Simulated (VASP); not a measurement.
# Hf in VASP: settings compared, part 2 of 2

VASP 6.6.1. Earlier steps stand in the parts before.

## Step 3: Work function, BLYP

File INCAR:

```
PREC     = Accurate       # precision mode
ENCUT    = 520            # plane-wave cutoff, eV
EDIFF    = 1E-6           # SCF threshold, eV
ISMEAR   = -1             # smearing method
SIGMA    = 0.05           # smearing width, eV
LREAL    = F              # projectors in reciprocal space
LASPH    = T              # aspherical terms in the spheres
NELM     = 80             # most SCF steps
ALGO     = Normal         # electronic algorithm
ISIF     = 2              # what is computed and relaxed
LWAVE    = F              # write WAVECAR
LCHARG   = T              # write CHGCAR
LDIPOL   = T            
IDIPOL   = 3            
DIPOL    = 0.5 0.5 0.294
GGA      = B5             # functional
ALDAX    = 1.0          
AGGAX    = 1.0          
AGGAC    = 1.0          
ALDAC    = 0.0          
LELF     = T              # ELF
LVHAR    = T            
LVACPOTAV= T
```

File KPOINTS:

```
regular mesh
0
Gamma
  10 10 1
```

File POSCAR:

```
Hf
1.0
    2.7787600000      0.0000000000      0.0000000000
    0.0000000000      2.7787600000      0.0000000000
    0.0000000000      0.0000000000     23.8000000000
Hf
1
Direct
    0.0000000000      0.0000000000      0.2941200000
```

Potentials or basis: VASP PAW PBE potentials, release 64 (Hf_pv).

On the command line:

```console
cat potpaw_PBE.64/Hf_pv/POTCAR > POTCAR
mpirun -np 1 vasp_std > vasp.out
```

OUTCAR:

```text
PREC = Accurate
   ENCUT = 520
   EDIFF = 1E-6
   ISMEAR = -1
   LREAL = F
   LASPH = T
   NELM = 80
   ISIF = 2
   GGA = B5

 ion  position               nearest neighbor table
   1  0.000  0.000  0.294-

  LATTYP: Found a simple tetragonal cell.
 ALAT       =     2.7787600000
 C/A-ratio  =     8.5649714261

  Lattice vectors:

 A1 = (   2.7787600000,   0.0000000000,   0.0000000000)
 A2 = (   0.0000000000,   2.7787600000,   0.0000000000)
[... 437 lines left out ...]

 vacuum level on the upper side and lower side of the slab       (xc-potential included)        -0.091        -0.091

  FORCE on cell =-STRESS in cart. coord.  units (eV):
  Direction    XX          YY          ZZ          XY          YZ          ZX
  --------------------------------------------------------------------------------------
  -------------------------------------------------------------------------------------
  Total        0.3722509      0.3722509     -0.0070527      0.0000000      0.0000000     -0.0000000
  in kB        3.2453927      3.2453927     -0.0614872      0.0000000      0.0000000     -0.0000000
  external PRESSURE =       2.1430994 kB  Pullay stress =       0.0000000 kB

 VOLUME and BASIS-vectors are now :
 -----------------------------------------------------------------------------
  energy-cutoff  :      520.00
  volume of cell :      183.77
      direct lattice vectors                 reciprocal lattice vectors
     2.778760000  0.000000000  0.000000000     0.359872749  0.000000000  0.000000000
     0.000000000  2.778760000  0.000000000     0.000000000  0.359872749  0.000000000
     0.000000000  0.000000000 23.800000000     0.000000000  0.000000000  0.042016807

 POSITION                                       TOTAL-FORCE (eV/Angst)
 -----------------------------------------------------------------------------------
      0.00000      0.00000      7.00006         0.000000      0.000000     -0.000000
 -----------------------------------------------------------------------------------
    total drift:                                0.000000      0.000000      0.000003

  FREE ENERGIE OF THE ION-ELECTRON SYSTEM (eV)
  ---------------------------------------------------
  free  energy   TOTEN  =        -6.6461555329 eV

  energy  without entropy=       -6.6266425378  energy(sigma->0) =       -6.63639904

 vacuum level on the upper side and lower side of the slab         1.200         1.200
```

OSZICAR:

```text
N       E                     dE             d eps       ncg     rms          rms(c)
DAV:   1     0.989971448024E+01    0.98997E+01   -0.52262E+03   546   0.772E+02
DAV:   2    -0.612960928688E+01   -0.16029E+02   -0.15382E+02   661   0.802E+01
DAV:   3    -0.707248111120E+01   -0.94287E+00   -0.88148E+00   529   0.138E+01
[... 32 lines left out ...]
DAV:  36    -0.664613236161E+01   -0.48154E-05   -0.33716E-05   375   0.358E-02    0.239E-03
DAV:  37    -0.664614190374E+01   -0.95421E-05   -0.24718E-05   395   0.240E-02    0.135E-03
DAV:  38    -0.664615287538E+01   -0.10972E-04   -0.21124E-05   443   0.222E-02    0.757E-04
DAV:  39    -0.664615628899E+01   -0.34136E-05   -0.70722E-06   396   0.140E-02    0.376E-04
DAV:  40    -0.664615553292E+01    0.75607E-06   -0.15916E-06   426   0.712E-03
   1 F= -.66461555E+01 E0= -.66363990E+01  d E =-.195130E-01
```

stdout:

```text
POSCAR found type information on POSCAR Hf
 POSCAR found :  1 types and       1 ions
 scaLAPACK will be used
 -----------------------------------------------------------------------------
|                                                                             |
|                                                                             |
|     You enforced a specific xc type in the INCAR file but a different       |
|     I HOPE YOU KNOW WHAT YOU ARE DOING!                                     |
|                                                                             |
 -----------------------------------------------------------------------------

 LDA part: xc-table for (Slater(with rela. corr.)+VWN5), standard interpolation
 POSCAR, INCAR and KPOINTS ok, starting setup
 FFT: planning ... GRIDC
 FFT: planning ... GRID_SOFT
 FFT: planning ... GRID
 WAVECAR not read
 entering main loop
```

Run time: 1.8 min. Hardware: 1 thread of Intel Xeon Platinum 8375C at 2.90GHz (Ice Lake), shared host; peak memory 0.32 GiB.

What came out:

| Property | Result |
| --- | --- |
| Free energy | -6.6462 eV |
| Band gap on the k mesh | none (metal or under the smearing width) |
| Work function of the upper face | 3.90 eV |
| Work function of the lower face | 3.90 eV |

Caveat: the PAW data sets were made with another functional, which shifts forces and pressure a little. The run has no spin-orbit coupling, so splittings on Hf are missing.

## Step 4: For comparison

An earlier run on the cell as given: functional PBE; potentials or basis VASP PAW PBE potentials, release 64 (Hf_pv); cutoff 520 eV; k mesh 10 × 10 × 1; occupations fermi-dirac, width 0.05 eV; no spin polarisation.

- Band gap on the k mesh: none (metal or under the smearing width)
- Work function of the upper face: 4.28 eV
- Work function of the lower face: 4.28 eV

## Step 5: Summary

| task | level | gap on the mesh (eV) | work function (eV) |
| --- | --- | --- | --- |
| work function | revPBE | none | 4.16 |
| work function | BLYP | none | 3.90 |
| single point | PBE | none | 4.28 |

Alike in all rows: potentials or basis VASP PAW PBE potentials, release 64 (Hf_pv); no spin polarisation; cell as given; k mesh 10 × 10 × 1; cutoff (eV) 520; smearing fermi-dirac 0.05 eV.

Every run on the cell as given and a fine mesh finds a metal.

Caveats: the PAW data sets were made with another functional, which shifts forces and pressure a little (some runs).

Total energies depend on the potentials used, so only differences within one code and one set of settings carry meaning.
